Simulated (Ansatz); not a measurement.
Write the native input for Ansatz 0.2.0 that does the following.

```yaml
Task: single point
Functional: PBE
Potentials_or_basis: Ansatz PAW
Cutoff: "420 eV (not typed: the program's choice for these potentials)"
k_mesh: 13 × 13 × 13
Occupations: gaussian, width 0.021 eV
Spin: no spin polarisation
```

The system is BN.

```
N B
1.0
     0.00000    3.49532    2.16609
     1.25163    0.00000    2.16609
     1.25163    3.49532    0.00000
N B
1 1
Direct
  0.66665 0.66665 0.33335
  0.00005 0.00005 0.99995
```

Measurements of this composition are mostly on another form, of space group No. 194.

These files were run (other wordings do the same):

input.yaml

```yaml
crystal:
  lattice:
    - [0.0, 3.49531583, 2.16609124]
    - [1.2516321, 0.0, 2.16609124]
    - [1.2516321, 3.49531583, 0.0]
  atoms:
    - { symbol: "N", position: [0.66665134, 0.66665134, 0.33334866] }
    - { symbol: B, position: [4.865e-05, 4.865e-05, 0.99995135] }
hamiltonian:
  xc: pbe
  pseudopotentials: { kind: paw }
kpoints:
  mp_grid: { grid: [13, 13, 13] }
scf:
  occupations: { method: gaussian, width: 0.021 }
output:
  forces: true
  stress: true
  eigenvalues: true
  write_density: true
  write_potential: true
  elf: true
  volumetric_format: npy
```

Potentials or basis: Ansatz PAW.

Launch:

```sh
$ ansatz run input.yaml --threads 2 --pin off --max-ram 5632MiB --backend cpu --events-out ev --progress --plain --runs-dir out
```

It gave:

| Quantity | Value |
| --- | --- |
| Pressure | 3.2 GPa |
| Largest force | 0.010 eV/Å |
| Band gap on the k mesh | 3.91 eV, indirect (least direct gap 4.65 eV) |

Caveat: odd divisions of the mesh miss points on the zone boundary, where band edges often lie, so the gap on the mesh can be too wide; the pressure holds a Pulay correction of +0.6 GPa for the finite cutoff.

Wall time 12 s on 2 threads of AMD EPYC (Zen 3), on a shared host, peak memory 0.39 GiB.
